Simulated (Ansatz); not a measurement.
# Si2Mo: the cost of one run

Computed with Ansatz 0.2.0 through its Python package. The levels of theory stand in the script.

### 1 The structure

It takes space group I4/mmm (No. 139, tetragonal). The conventional cell has a = 3.200 Å, b = 3.200 Å, c = 7.861 Å, α = 90.00°, β = 90.00°, γ = 90.00°. Around Si (site symmetry 4mm) lie 5 Si at 2.61 to 2.63 Å and 5 Mo at 2.62 Å. Mo (site symmetry 4/mmm) has 10 Si at 2.62 Å as nearest neighbours.

No structure file is read: the coordinates are typed or built in the script.

### 2 The code

Input file si2mo.py:

```python
# -*- coding: utf-8 -*-
import ansatz

K_SPACING = 0.2
SMEARING = "cold"


def main():
    lattice = ansatz.Lattice.of(
        [-1.6, 1.6, 3.9305],
        [1.6, -1.6, 3.9305],
        [1.6, 1.6, -3.9305],
    )
    sites = [
        ("Si", [0.333, 0.333, 0.0]),
        ("Si", [0.667, 0.667, 0.0]),
        ("Mo", [0.0, 0.0, 0.0]),
    ]
    cell = ansatz.Crystal(lattice=lattice)
    for symbol, position in sites:
        cell = cell.atom(symbol, position)

    calculation = cell.calculation()
    calculation = calculation.functional(ansatz.Functional.PBESOL).kpoints(spacing=K_SPACING)
    calculation = calculation.occupations(SMEARING).band_table()
    for label, variant in (("scalar-relativistic", calculation), ("spin-orbit", calculation.spin(soc=True))):
        report = variant.run(threads=1, backend="cpu").report
        zero = report["band_edges_ev"][0] if report.get("band_edges_ev") else report["fermi_energy_ev"]
        near = [round(e - zero, 3) for e in report["eigenvalues_ev"][0] if abs(e - zero) < 2]
        print(label)
        print("  band edges (eV):", [round(e, 3) for e in report.get("band_edges_ev") or []] or "none reported")
        print("  levels at k =", report["kpoints_frac"][0], "within 2 eV of the zero:", near)


if __name__ == "__main__":
    main()
```

### 3 The calls as engine input

The engine receives this input (first run):

```yaml
crystal:
  lattice:
    - [-1.6, 1.6, 3.9305]
    - [1.6, -1.6, 3.9305]
    - [1.6, 1.6, -3.9305]
  atoms:
    - { symbol: Si, position: [0.333, 0.333, 0.0] }
    - { symbol: Si, position: [0.667, 0.667, 0.0] }
    - { symbol: Mo, position: [0.0, 0.0, 0.0] }
kpoints:
  mp_grid:
    kspacing: 0.2
hamiltonian:
  xc: pbesol
scf:
  occupations:
    method: cold
output:
  eigenvalues: true
```

### 4 Running it

The run is started by

```bash
python si2mo.py
```

What time and memory should one allow on 1 thread of Arm Neoverse V2, shared host?

About 48 s, with a peak of 0.79 GiB.
